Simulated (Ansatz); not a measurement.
ZnTe:
```cif
data_Te4Zn4
_chemical_formula_sum 'Te4 Zn4'
_space_group_name_H-M_alt 'F-43m'
_space_group_IT_number 216
_space_group_name_Hall 'F -4 2 3'
_cell_length_a 6.11352
_cell_length_b 6.11352
_cell_length_c 6.11352
_cell_angle_alpha 90.000
_cell_angle_beta 90.000
_cell_angle_gamma 90.000
loop_
_atom_site_label
_atom_site_type_symbol
_atom_site_symmetry_multiplicity
_atom_site_Wyckoff_symbol
_atom_site_fract_x
_atom_site_fract_y
_atom_site_fract_z
_atom_site_occupancy
Te1 Te 4 c 0.25000 0.25000 0.25000 1
Zn1 Zn 4 a 0.00000 0.00000 0.00000 1
```
(The calculation used a cell of 2 atoms; values per cell refer to that cell.)

Relaxed with r²SCAN (plane waves, PAW; program Ansatz). Indices refer to the conventional cell of F-43m, a = b = c = 6.114 Å, α = β = γ = 90.00°.

Simulate the powder diffraction pattern (neutron, λ = 1.5401 Å; lines above 1 %) up to 2θ = 90°.

Simulated powder pattern, neutron, λ = 1.5401 Å (kinematic, ideal powder, no thermal factors, coherent scattering alone; the 30 strongest lines at most, above 1 %, up to 2θ = 90°):

```
2θ (°)  d (Å)  I/Imax (%)          hkl
------  -----  ----------  -----------
25.20   3.530          85        (111)
41.74   2.161         100        (220)
49.39   1.843          75        (311)
60.51   1.528          27        (400)
66.60   1.403          47        (331)
76.20   1.248          79        (422)
81.76   1.177          49  (511)+(333)
```

The cell was relaxed with r²SCAN under the symmetry of its start; of distortions, only those at the zone centre were tested. Spin–orbit coupling is left out wherever it is not named.

Potentials: the later of the program's two PAW sets.
